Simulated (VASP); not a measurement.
# Ga (C2/c) in VASP: notebook

One crystal, Ga, is run at these levels: PBE; tasks: single point.

Program: VASP 6.6.1. These are calculated values, not measurements. Logs are shortened: lines on timing, memory, paths and dates and some standing lists are left out, and cuts for length are marked.

## (1) Starting point

The structure is monoclinic, space group C2/c (No. 15). The conventional cell has a = 2.766 Å, b = 8.053 Å, c = 3.332 Å, α = 90.00°, β = 92.02°, γ = 90.00°. Around Ga (site symmetry 2) lie 8 Ga at 2.69 to 2.92 Å.

This isn't the form of Ga at room conditions, which is orthorhombic.

## (2) Single point, PBE

INCAR

```
PREC = Accurate
ENCUT = 350
EDIFF = 1E-6
ISMEAR = 0
SIGMA = 0.15
LREAL = False
LASPH = True
NELM = 100
ALGO = Normal
ISIF = 2
LWAVE = False
LCHARG = False
GGA = PE
NBANDS = 20
ADDGRID = False
```

KPOINTS

```
regular mesh
0
Gamma
  11 11 9
```

POSCAR

```
Ga
1.0
    1.3830000000     -4.0265000000      0.0000000000
    1.3830000000      4.0265000000      0.0000000000
   -0.1174474948      0.0000000000      3.3299294416
Ga
2
Direct
    0.1310000000      0.8690000000      0.7500000000
    0.8690000000      0.1310000000      0.2500000000
```

Potentials or basis: VASP PAW PBE potentials, release 64 (Ga_d).

Started as:

```
$ cat potpaw_PBE.64/Ga_d/POTCAR > POTCAR
$ mpirun -np 1 vasp_std > vasp.out
```

OUTCAR:

```text
PREC = Accurate
   ENCUT = 350
   EDIFF = 1E-6
   ISMEAR = 0
   LREAL = False
   LASPH = True
   NELM = 100
   ISIF = 2
   GGA = PE

 Found    300 irreducible k-points:

 Following reciprocal coordinates:
            Coordinates               Weight
  0.000000  0.000000  0.000000      1.000000
  0.090909 -0.000000  0.000000      4.000000
  0.181818  0.000000 -0.000000      4.000000
  0.272727 -0.000000  0.000000      4.000000
  0.363636 -0.000000 -0.000000      4.000000
  0.454545 -0.000000  0.000000      4.000000
   k-points           NKPTS =    300   k-points in BZ     NKDIM =    300   number of bands    NBANDS=     20
   number of dos      NEDOS =    301   number of ions     NIONS =      2
   total plane-waves  NPLWV =  15680
   dimension x,y,z NGX =    28 NGY =   28 NGZ =   20
   dimension x,y,z NGXF=    56 NGYF=   56 NGZF=   40
   ions per type =               2
   NGX,Y,Z   is equivalent  to a cutoff of  10.93, 10.93,  9.98 a.u.
   NGXF,Y,Z  is equivalent  to a cutoff of  21.87, 21.87, 19.96 a.u.
 SYSTEM =  unknown system
   PREC   = accura    normal or accurate (medium, high low for compatibility)
   ISTART =      0    job   : 0-new  1-cont  2-samecut
   ICHARG =      2    charge: 1-file 2-atom 10-const
   ISPIN  =      1    spin polarized calculation?
   LNONCOLLINEAR =      F non collinear calculations
   LSORBIT =      F    spin-orbit coupling
   LASPH  =      T    aspherical Exc in radial PAW
   ENCUT  =  350.0 eV  25.72 Ry    5.07 a.u.   6.49  6.49  5.08*2*pi/ulx,y,z
   NELM   =    100;   NELMIN=  2; NELMDL= -5     # of ELM steps
   EDIFF  = 0.1E-05   stopping-criterion for ELM
   LREAL  =      F    real-space projection
   EDIFFG = 0.1E-04   stopping-criterion for IOM
   NSW    =      0    number of steps for IOM
   IBRION =     -1    ionic relax: 0-MD 1-quasi-New 2-CG
   NFREE  =      0    steps in history (QN), initial steepest desc. (CG)
   ISIF   =      2    stress and relaxation
   ISYM   =      2    0-nonsym 1-usesym 2-fastsym
   POTIM  = 0.5000    time-step for ionic-motion
   TEBEG  =    0.0;   TEEND  =   0.0 temperature during run
   PSTRESS=    0.0 pullay stress
   NELECT =      26.0000    total number of electrons
   NUPDOWN=      -1.0000    fix difference up-down
   EMIN   =  10.00;   EMAX   =-10.00  energy-range for DOS
   EFERMI =   0.00;   METHOD = LEGACY
   ISMEAR =     0;   SIGMA  =   0.15  broadening in eV -4-tet -1-fermi 0-gaus
   EFERMI_NEDOS =   21; number of points for ismear=-14 and -15
   IALGO  =     38    algorithm
   IMIX   =      4    mixing-type and parameters
     AMIX     =   0.40;   BMIX     =  1.00
     AMIX_MAG =   1.60;   BMIX_MAG =  1.00
  volume/ion in A,a.u.               =      18.54       125.14
  Fermi-wavevector in a.u.,A,eV,Ry     =   1.454323  2.748273 28.777089  2.115056
  Thomas-Fermi vector in A             =   2.571487
   LORBIT       =      0    0 simple, 1 ext, 2 COOP (PROOUT), +10 PAW based schemes
   GGA     = PE    functional components
   LHFCALC =     F    Hartree Fock is set to
   AEXX    =    0.0000 exact exchange contribution
   IVDW    =     0    specifies the selected vdW correction
   LEPSILON=     F    determine dielectric tensor
   LRPA    =     F    only Hartree local field effects (RPA)
 non-spin polarized calculation
 Gauss-broadening in eV      SIGMA  =   0.15
  energy-cutoff  :      350.00
  volume of cell :       37.09
 maximum number of plane-waves:       564
 NGX is ok and might be reduce to    28
   NGX = 13   NGY = 13   NGZ = 11

 number of electron      26.0000024 magnetization

 Free energy of the ion-electron system (eV)
  ---------------------------------------------------
  ext. energy  EPLUGINS =         0.00000000
  ---------------------------------------------------
  free energy    TOTEN  =        -5.76782859 eV

  energy without entropy =       -5.75959097  energy(sigma->0) =       -5.76370978

 E-fermi :   5.7269     XC(G=0): -11.0573

 val. band max:        5.7206399409   @ k =   0.3636   0.0909   0.4444
 cond. band min:       5.7344639580   @ k =  -0.2727  -0.4545   0.2222
 fundamental gap:      0.0138240170
 Fermi energy:         5.7268651135

 k-point     1 :       0.0000    0.0000    0.0000
  band No.  band energies     occupation
      1      -9.4934      2.00000
      2      -9.4833      2.00000
      3      -9.4462      2.00000
      4      -9.4230      2.00000
      5      -9.1489      2.00000
      6      -9.1477      2.00000
      7      -9.1191      2.00000
      8      -9.1163      2.00000
      9      -9.1037      2.00000
     10      -8.9677      2.00000
     11      -5.5724      2.00000
     12       3.5644      2.00000
     13       4.0320      2.00000
     14       7.2897      0.00000
     15      11.0920      0.00000
     16      15.3543      0.00000
     17      15.8447      0.00000
     18      16.0747      0.00000
     19      16.3795      0.00000
     20      18.7547      0.00000

 k-point     2 :       0.0909   -0.0000    0.0000
  band No.  band energies     occupation
      1      -9.4868      2.00000
      2      -9.4700      2.00000
      3      -9.4285      2.00000
      4      -9.3910      2.00000
      5      -9.1642      2.00000
      6      -9.1625      2.00000
      7      -9.1307      2.00000
      8      -9.1272      2.00000
      9      -9.1059      2.00000
     10      -8.9707      2.00000
     11      -5.3886      2.00000
     12       3.1263      2.00000
     13       4.8010      2.00000
     14       7.4855      0.00000
     15      11.2600      0.00000
     16      12.9717      0.00000
     17      14.0873      0.00000
     18      15.8104      0.00000
     19      16.7241      0.00000
     20      19.5578      0.00000

 k-point     3 :       0.1818    0.0000   -0.0000
  band No.  band energies     occupation
      1      -9.4692      2.00000
      2      -9.4404      2.00000
      3      -9.3799      2.00000
      4      -9.3097      2.00000
      5      -9.2058      2.00000
      6      -9.2006      2.00000
      7      -9.1537      2.00000
      8      -9.1521      2.00000
      9      -9.1137      2.00000
     10      -8.9800      2.00000
     11      -4.8326      2.00000
     12       2.8387      2.00000
     13       6.0524      0.00215
     14       8.0615      0.00000
     15       9.7387      0.00000
     16      11.5293      0.00000
     17      11.8824      0.00000
     18      15.7205      0.00000
     19      16.8954      0.00000
     20      20.4843      0.00000

 k-point     4 :       0.2727   -0.0000    0.0000
  band No.  band energies     occupation
      1      -9.4477      2.00000
      2      -9.4081      2.00000
      3      -9.3280      2.00000
      4      -9.2890      2.00000
      5      -9.2607      2.00000
      6      -9.1797      2.00000
      7      -9.1741      2.00000
      8      -9.1559      2.00000
      9      -9.1250      2.00000
     10      -8.9954      2.00000
     11      -3.8982      2.00000
     12       2.8514      2.00000
     13       6.6367      0.00000
     14       7.5357      0.00000
     15       8.9978      0.00000
     16       9.5750      0.00000
     17      12.7115      0.00000
     18      15.6431      0.00000
     19      17.1198      0.00000
     20      19.9107      0.00000

 k-point     5 :       0.3636   -0.0000   -0.0000
  band No.  band energies     occupation
      1      -9.4303      2.00000
      2      -9.3935      2.00000
      3      -9.3287      2.00000
      4      -9.3129      2.00000
      5      -9.2995      2.00000
      6      -9.1950      2.00000
      7      -9.1532      2.00000
      8      -9.1414      2.00000
      9      -9.0563      2.00000
     10      -9.0137      2.00000
     11      -2.5913      2.00000
     12       2.8774      2.00000
     13       4.3081      2.00000
     14       7.1515      0.00000
     15       9.8137      0.00000
     16      10.2829      0.00000
     17      13.9897      0.00000
     18      15.3117      0.00000
     19      16.9827      0.00000
     20      18.1624      0.00000

 k-point     6 :       0.4545   -0.0000    0.0000
  band No.  band energies     occupation
      1      -9.4205      2.00000
      2      -9.4080      2.00000
      3      -9.3494      2.00000
      4      -9.3174      2.00000
      5      -9.3069      2.00000
      6      -9.1982      2.00000
      7      -9.1579      2.00000
      8      -9.1228      2.00000
      9      -9.0276      2.00000
     10      -8.9927      2.00000
     11      -0.9794      2.00000
     12       1.2789      2.00000
     13       4.1791      2.00000
     14       5.9126      0.07992
     15      11.1719      0.00000
     16      11.8419      0.00000
     17      14.3523      0.00000
     18      15.3749      0.00000
     19      15.7112      0.00000
     20      17.7822      0.00000

 [... further k-points ...]

------------------------ aborting loop because EDIFF is reached ----------------------------------------

  FORCE on cell =-STRESS in cart. coord.  units (eV):
  Direction    XX          YY          ZZ          XY          YZ          ZX
  --------------------------------------------------------------------------------------
  -------------------------------------------------------------------------------------
  Total        0.2578744      0.3581603      0.4466347      0.0000000      0.0000000      0.0793364
  in kB       11.1404785     15.4729497     19.2951478      0.0000000      0.0000000      3.4274256
  external PRESSURE =      15.3028587 kB  Pullay stress =       0.0000000 kB

 VOLUME and BASIS-vectors are now :
 -----------------------------------------------------------------------------
  energy-cutoff  :      350.00
  volume of cell :       37.09
      direct lattice vectors                 reciprocal lattice vectors
     1.383000000 -4.026500000  0.000000000     0.361532899 -0.124177325  0.012751361
     1.383000000  4.026500000  0.000000000     0.361532899  0.124177325  0.012751361
    -0.117447495  0.000000000  3.329929442     0.000000000  0.000000000  0.300306663

 POSITION                                       TOTAL-FORCE (eV/Angst)
 -----------------------------------------------------------------------------------
      1.29491      2.97156      2.49745         0.000000     -0.228664      0.000000
      1.35364     -2.97156      0.83248        -0.000000      0.228664     -0.000000
 -----------------------------------------------------------------------------------
    total drift:                                0.000000     -0.000000     -0.000000

  FREE ENERGIE OF THE ION-ELECTRON SYSTEM (eV)
  ---------------------------------------------------
  free  energy   TOTEN  =        -5.7678285915 eV

  energy  without entropy=       -5.7595909663  energy(sigma->0) =       -5.76370978
```

Wall time 93 s (1 thread of Intel Xeon Platinum 8259CL at 2.50GHz (Skylake/Cascade Lake), shared host); peak memory 0.22 GiB.

These settings aren't checked as converged: the numbers below hold their error.

Results:

- Free energy: -5.7678 eV
- Pressure: 1.5 GPa
- Largest force: 0.229 eV/Å
- Band gap on the k mesh: none (metal or under the smearing width)

Caveat: the cutoff is under 1.25 times the usual one of these potentials, so pressure, stress and relaxed cells hold a basis-set (Pulay) error.

## (3) Single point, PBE

INCAR is that of step 2.

KPOINTS is that of step 2.

POSCAR

```
Ga
1.0
    1.3830000000     -4.0265000000      0.0000000000
    1.3830000000      4.0265000000      0.0000000000
   -0.1174474948      0.0000000000      3.3299294416
Ga
2
Direct
    0.0863460000      0.8268100000      0.7848140000
    0.8777350000      0.1376800000      0.2531650000
```

Potentials or basis: VASP PAW PBE potentials, release 64 (Ga_d).

Started as:

```
$ cat potpaw_PBE.64/Ga_d/POTCAR > POTCAR
$ mpirun -np 1 vasp_std > vasp.out
```

OUTCAR:

```text
PREC = Accurate
   ENCUT = 350
   EDIFF = 1E-6
   ISMEAR = 0
   LREAL = False
   LASPH = True
   NELM = 100
   ISIF = 2
   GGA = PE

 Found    545 irreducible k-points:

 Following reciprocal coordinates:
            Coordinates               Weight
  0.000000  0.000000  0.000000      1.000000
  0.090909 -0.000000  0.000000      2.000000
  0.000000 -0.090909  0.000000      2.000000
  0.181818  0.000000 -0.000000      2.000000
  0.000000 -0.181818  0.000000      2.000000
[... 217 lines left out ...]

  FORCE on cell =-STRESS in cart. coord.  units (eV):
  Direction    XX          YY          ZZ          XY          YZ          ZX
  --------------------------------------------------------------------------------------
  -------------------------------------------------------------------------------------
  Total        0.2673579      0.5457783      0.5478418      0.0087305      0.1508003      0.0491571
  in kB       11.5501790     23.5782719     23.6674149      0.3771694      6.5147537      2.1236461
  external PRESSURE =      19.5986219 kB  Pullay stress =       0.0000000 kB

 VOLUME and BASIS-vectors are now :
 -----------------------------------------------------------------------------
  energy-cutoff  :      350.00
  volume of cell :       37.09
      direct lattice vectors                 reciprocal lattice vectors
     1.383000000 -4.026500000  0.000000000     0.361532899 -0.124177325  0.012751361
     1.383000000  4.026500000  0.000000000     0.361532899  0.124177325  0.012751361
    -0.117447495  0.000000000  3.329929442     0.000000000  0.000000000  0.300306663

 POSITION                                       TOTAL-FORCE (eV/Angst)
 -----------------------------------------------------------------------------------
      1.17072      2.98148      2.61338         0.004646     -0.296185     -0.210550
      1.37459     -2.97983      0.84302        -0.004646      0.296185      0.210550
 -----------------------------------------------------------------------------------
    total drift:                               -0.000054     -0.000006     -0.000641

  FREE ENERGIE OF THE ION-ELECTRON SYSTEM (eV)
  ---------------------------------------------------
  free  energy   TOTEN  =        -5.7515546376 eV

  energy  without entropy=       -5.7432005163  energy(sigma->0) =       -5.74737758
```

stdout:

```text
POSCAR found type information on POSCAR Ga
 POSCAR found :  1 types and       2 ions
 scaLAPACK will be used
 LDA part: xc-table for (Slater+PW92), standard interpolation
 POSCAR, INCAR and KPOINTS ok, starting setup
 FFT: planning ... GRIDC
 FFT: planning ... GRID_SOFT
 FFT: planning ... GRID
 WAVECAR not read
 entering main loop
```

Run time: 2.7 min. Hardware: 1 thread of Intel Xeon Platinum 8259CL at 2.50GHz (Skylake/Cascade Lake), shared host; peak memory 0.28 GiB.

These settings aren't checked as converged: the numbers below hold their error.

Results:

- Free energy: -5.7516 eV
- Pressure: 2.0 GPa
- Largest force: 0.363 eV/Å
- Band gap on the k mesh: none (metal or under the smearing width)

Caveat: the cutoff is under 1.25 times the usual one of these potentials, so pressure, stress and relaxed cells hold a basis-set (Pulay) error.

## (4) For comparison

An earlier run on the cell as given: functional PBE; potentials or basis VASP PAW PBE potentials, release 64 (Ga_d); cutoff 520 eV; k mesh 10 × 10 × 8; occupations fermi-dirac, width 0.05 eV; no spin polarisation.

- Pressure: 1.8 GPa
- Largest force: 0.203 eV/Å
- Band gap on the k mesh: none (metal or under the smearing width)
